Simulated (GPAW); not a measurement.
# CoO (Fm-3m) in GPAW: single point with PBE

Aim: the single point of CoO with PBE.

Program: GPAW 26.7.0. These are calculated values, not measurements. Logs are shortened: lines on timing, memory, paths and dates and some standing lists are left out, and cuts for length are marked. The log counts tension as positive stress, the text compression.

### 1 Starting point

Symmetry: Fm-3m, No. 225, cubic system. The conventional cell has a = 4.263 Å, b = 4.263 Å, c = 4.263 Å, α = 90.00°, β = 90.00°, γ = 90.00°. Co (site symmetry m-3m) is surrounded by 6 O at 2.13 Å. O (site symmetry m-3m) has 6 Co at 2.13 Å as nearest neighbours.

### 2 Single point, PBE, collinear spin, ferromagnetic start

run.py

```python
from ase.dft.bandgap import bandgap
from ase.io import read, write
from ase.units import GPa
from gpaw import GPAW, PW

atoms = read('CoO.cif')
atoms.set_initial_magnetic_moments([3.0, 0.0])

calc = GPAW(mode=PW(650),
            xc='PBE',
            kpts={'size': (9, 9, 9), 'gamma': True},
            occupations={'name': 'fermi-dirac', 'width': 0.05},
            nbands=17,
            maxiter=120,
            txt='gpaw.txt')
atoms.calc = calc
energy = atoms.get_potential_energy()
forces = atoms.get_forces()
stress = atoms.get_stress()
calc.write('gs.gpw')
write('result.traj', atoms)
print(f'Energy: {energy:.6f} eV')
print('Forces (eV/A):')
print(forces.round(4))
print('Stress (GPa):', (stress / GPa).round(3))
print('Moments:', calc.get_magnetic_moments().round(3))
print('Fermi level:', round(calc.get_fermi_level(), 4), 'eV')
print(f'Gap: {bandgap(calc)[0]:.4f} eV, direct: {bandgap(calc, direct=True)[0]:.4f} eV')
```

CoO.cif

```cif
data_CoO
_cell_length_a 3.01439621
_cell_length_b 3.01439621
_cell_length_c 3.01439621
_cell_angle_alpha 60.00000000
_cell_angle_beta 60.00000000
_cell_angle_gamma 60.00000000
_space_group_name_H-M_alt 'P1'
_space_group_name_Hall 'P 1'
_space_group_IT_number 1
loop_
_space_group_symop_operation_xyz
'x,y,z'
loop_
_atom_site_label
_atom_site_type_symbol
_atom_site_symmetry_multiplicity
_atom_site_Wyckoff_symbol
_atom_site_fract_x
_atom_site_fract_y
_atom_site_fract_z
_atom_site_occupancy
Co1 Co 1 a 0.0000000000 0.0000000000 0.0000000000 1
O1 O 1 a 0.5000000000 0.5000000000 0.5000000000 1
```

Potentials or basis: GPAW PAW data sets (gpaw-data 1.2.1), pw.

Launch:

```sh
$ OMP_NUM_THREADS=1 python run.py
```

gpaw.txt:

```text
__  _  _
 | _ |_)|_||  |
 |__||  | ||/\| - 26.7.0

Input parameters:
  mode=PW(ecut=650.0),
  kpts=MonkhorstPack(size=(9, 9, 9), gamma=True),
  maxiter=120,
  nbands=17,
  occupations=Occupations(name='fermi-dirac', width=0.05),
  xc=XC(name='PBE')

Diagonalizing LCAO Hamiltonian
Converting LCAO to pw mode

                O

       Co

Atoms  # Å, Bohr magnetons
|   | symbol |        x |        y |        z |    initial magnetic moments |
|---|--------|----------|----------|----------|-----------------------------|
| 0 |     Co | 0.000000 | 0.000000 | 0.000000 | ( 0.0000,  0.0000,  3.0000) |
| 1 |      O | 3.014396 | 1.740362 | 1.230622 | ( 0.0000,  0.0000,  0.0000) |

Unit cell  # Å
| periodic |        x |        y |        z |  lengths |    angles |
|----------|----------|----------|----------|----------|-----------|
|      yes | 3.014396 | 0.000000 | 0.000000 | 3.014396 | 60.000000 |
|      yes | 1.507198 | 2.610544 | 0.000000 | 3.014396 | 60.000000 |
|      yes | 1.507198 | 0.870181 | 2.461244 | 3.014396 | 60.000000 |

Number of symmetries: 48
Symmetry operations  # r_c * U_cc + t_c -> r_c
|    | kind |            matrix            |
|----|------|------------------------------|
|  0 |  σ   |  1, 0, 0,  1, 0,-1,  1,-1, 0 |
|  1 |  C2  |  1, 0, 0,  1,-1, 0,  1, 0,-1 |
|  2 |  E   |  1, 0, 0,  0, 1, 0,  0, 0, 1 |
|  3 |  σ   |  1, 0, 0,  0, 0, 1,  0, 1, 0 |
|  4 |  C4  |  1, 0,-1,  1, 0, 0,  1,-1, 0 |
|  5 |  S6  |  1, 0,-1,  1,-1, 0,  1, 0, 0 |
|  6 |  σ   |  1, 0,-1,  0, 1,-1,  0, 0,-1 |
|  7 |  C3  |  1, 0,-1,  0, 0,-1,  0, 1,-1 |
|  8 |  S6  |  1,-1, 0,  1, 0, 0,  1, 0,-1 |
|  9 |  C4  |  1,-1, 0,  1, 0,-1,  1, 0, 0 |
| 10 |  C3  |  1,-1, 0,  0,-1, 1,  0,-1, 0 |
| 11 |  σ   |  1,-1, 0,  0,-1, 0,  0,-1, 1 |
| 12 |  σ   |  0, 1, 0,  1, 0, 0,  0, 0, 1 |
| 13 |  C4  |  0, 1, 0,  0, 1,-1, -1, 1, 0 |
| 14 |  C3  |  0, 1, 0,  0, 0, 1,  1, 0, 0 |
| 15 |  S6  |  0, 1, 0, -1, 1, 0,  0, 1,-1 |
| 16 |  C2  |  0, 1,-1,  1, 0,-1,  0, 0,-1 |
| 17 |  σ   |  0, 1,-1,  0, 1, 0, -1, 1, 0 |
| 18 |  S4  |  0, 1,-1,  0, 0,-1,  1, 0,-1 |
| 19 |  C4  |  0, 1,-1, -1, 1, 0,  0, 1, 0 |
| 20 |  C3  |  0, 0, 1,  1, 0, 0,  0, 1, 0 |
| 21 |  σ   |  0, 0, 1,  0, 1, 0,  1, 0, 0 |
| 22 |  S6  |  0, 0, 1,  0,-1, 1, -1, 0, 1 |
| 23 |  C4  |  0, 0, 1, -1, 0, 1,  0,-1, 1 |
| 24 |  S4  |  0, 0,-1,  1, 0,-1,  0, 1,-1 |
| 25 |  C3  |  0, 0,-1,  0, 1,-1,  1, 0,-1 |
| 26 |  C2  |  0, 0,-1,  0,-1, 0, -1, 0, 0 |
| 27 |  S6  |  0, 0,-1, -1, 0, 0,  0,-1, 0 |
| 28 |  S4  |  0,-1, 1,  1,-1, 0,  0,-1, 0 |
| 29 |  C4  |  0,-1, 1,  0, 0, 1, -1, 0, 1 |
| 30 |  C2  |  0,-1, 1,  0,-1, 0,  1,-1, 0 |
| 31 |  σ   |  0,-1, 1, -1, 0, 1,  0, 0, 1 |
| 32 |  C3  |  0,-1, 0,  1,-1, 0,  0,-1, 1 |
| 33 |  S6  |  0,-1, 0,  0, 0,-1, -1, 0, 0 |
| 34 |  S4  |  0,-1, 0,  0,-1, 1,  1,-1, 0 |
| 35 |  C2  |  0,-1, 0, -1, 0, 0,  0, 0,-1 |
| 36 |  C2  | -1, 1, 0,  0, 1, 0,  0, 1,-1 |
| 37 |  S6  | -1, 1, 0,  0, 1,-1,  0, 1, 0 |
| 38 |  S4  | -1, 1, 0, -1, 0, 1, -1, 0, 0 |
| 39 |  C3  | -1, 1, 0, -1, 0, 0, -1, 0, 1 |
| 40 |  S6  | -1, 0, 1,  0, 0, 1,  0,-1, 1 |
| 41 |  C2  | -1, 0, 1,  0,-1, 1,  0, 0, 1 |
| 42 |  C3  | -1, 0, 1, -1, 1, 0, -1, 0, 0 |
| 43 |  S4  | -1, 0, 1, -1, 0, 0, -1, 1, 0 |
| 44 |  C2  | -1, 0, 0,  0, 0,-1,  0,-1, 0 |
| 45 |  i   | -1, 0, 0,  0,-1, 0,  0, 0,-1 |
| 46 |  σ   | -1, 0, 0, -1, 1, 0, -1, 0, 1 |
[... 90 lines left out ...]
    |   2s |  2.000 |     -23.961 |    0.688 |
    |   2p |  4.000 |      -9.029 |    0.598 |
    |    s |        |       3.251 |    0.688 |
    |    p |        |      18.182 |    0.598 |
    |    d |        |       0.000 |    0.619 |

    Using partial waves for O as LCAO basis

Reference energy: -39943.562207  # eV

eigensolver:
  PPCG
  Converge bands: occupied
  niter=2

density mixing:
  MSR1-Mixer
  Pratt-step length: 0.05
  Maximum mixing coefficient: 0.75
  Old densities: 10
  SVD Regularization: 0.005
  Good broyden scale: 1.0
  Trust region scale: 1.0
  Backstep threshold: 4.0
  History deletion threshold: 6.0
  Fourier metric: weight=20.0, sigma=0.015

occupation numbers:
  Fermi-Dirac:
    width: 0.0500  # eV

poisson solver:
  ecut: 5200.0  # eV

xc functional:
  name: PBE with 2 nearest neighbor stencil

convergence criteria:
- Maximum [total energy] change in last 3 cyles: 0.0005 eV / valence electron
- Maximum integral of absolute [dens]ity change: 0.0001 electrons / valence electron
- Maximum integral of absolute [eigenst]ate change: 4e-08 eV^2 / valence electron
maximum number of iterations: 120

SCF iterations
|iter     | |      energy | eigst |  dens |  magmom |
|---------|-|-------------|-------|-------|---------|
|iter:   1| |  -14.912702 | -0.08 |       |  +3.0023|
|iter:   2| |  -14.698672 | -2.12 | -0.90 |  +3.0022|
|iter:   3| |  -14.326558 | -1.95 | -0.94 |  +3.0012|
|iter:   4| |  -14.392909 | -2.89 | -1.29 |  +2.9616|
|iter:   5| |  -14.414556 | -3.01 | -1.58 |  +2.9632|
|iter:   6| |  -14.426085 | -3.39 | -1.70 |  +2.9197|
|iter:   7| |  -14.426392 | -4.89 | -2.57 |  +2.9162|
|iter:   8| |  -14.426465c| -5.45 | -2.90 |  +2.9132|
|iter:   9| |  -14.426474c| -7.32 | -3.43 |  +2.9141|
|iter:  10| |  -14.426495c| -6.66 | -3.57 |  +2.9170|
|iter:  11| |  -14.426497c| -7.76c| -4.29c|  +2.9174|

Converged in 11 steps
Energy contributions relative to reference atoms: (reference = -39943.562207)

Energy contributions:
  Kinetic:          27.053809
  Coulomb:         -23.643333
  Zero:              0.056174
  External:          0.000000
  Xc:              -17.875874
  Entropy:          -0.034546
  Spinorbit:         0.000000
  ----------------------------
  Free energy:     -14.443770
  Extrapolated:    -14.426497

dipole moment: (-16.045454, -9.263847, -6.550529)  # |e|*Ang

Total magnetic moment: (0.000000, 0.000000, 2.917449)

Local magnetic moments
|        x |        y |        z |
|----------|----------|----------|
| 0.000000 | 0.000000 | 2.519593 |  # Co   0
| 0.000000 | 0.000000 | 0.230741 |  # O    1

Fermi level: 8.755
Eigenvalues  # (at kpt = [0.000, 0.000, 0.000])
| band index |      eig [eV] | occ [0-1] |      eig [eV] | occ [0-1] |
|------------|---------------|-----------|---------------|-----------|
|          0 |       -11.521 |     1.000 |       -11.033 |     1.000 |
|          1 |         5.471 |     1.000 |         6.082 |     1.000 |
|          2 |         5.471 |     1.000 |         6.082 |     1.000 |
|          3 |         5.539 |     1.000 |         6.082 |     1.000 |
|          4 |         5.539 |     1.000 |         7.644 |     1.000 |
|          5 |         5.539 |     1.000 |         7.644 |     1.000 |
[... 9 lines left out ...]
|         15 |        29.968 |     0.000 |        30.967 |     0.000 |
|         16 |        29.968 |     0.000 |        30.967 |     0.000 |

No gap
No difference between direct/indirect transitions

Forces  # eV/Ang
|        x |       y |        z |
|----------|---------|----------|
|  0.00000 | 0.00000 | -0.00000 |  # Co   0
| -0.00000 | 0.00000 | -0.00000 |  # O    1

Stress tensor  # eV/Ang^3
|        x |         y |        z |
|----------|-----------|----------|
| 0.021737 | -0.000000 | 0.000000 |
| 0.000000 |  0.021737 | 0.000000 |
| 0.000000 |  0.000000 | 0.021737 |

# Writing to gs.gpw (mode='')
```

stdout:

```text
Energy: -14.426497 eV
Forces (eV/A):
[[ 0.  0. -0.]
 [-0.  0. -0.]]
Stress (GPa): [ 3.483  3.483  3.483  0.     0.    -0.   ]
Moments: [2.52  0.231]
Fermi level: 8.7551 eV
Gap: 0.0000 eV, direct: 0.0000 eV
```

Run time: 20 s. Hardware: 1 thread of Arm Neoverse V2, shared host; peak memory 0.15 GiB.

What came out:

* Free energy: -14.4438 eV
* Pressure: -3.5 GPa
* Band gap on the k mesh: none (metal or under the smearing width)
* Net moment: 2.92 μB per cell
* Site moments: Co +2.52; O +0.23 μB

Caveat: the cutoff is short for stress and forces, so pressures can be off by a GPa or more; a cell with one magnetic atom can't hold antiferromagnetic order, which such compounds often take; semilocal functionals often make such compounds metallic where correlation or magnetic order opens a gap, which also shifts bond lengths.
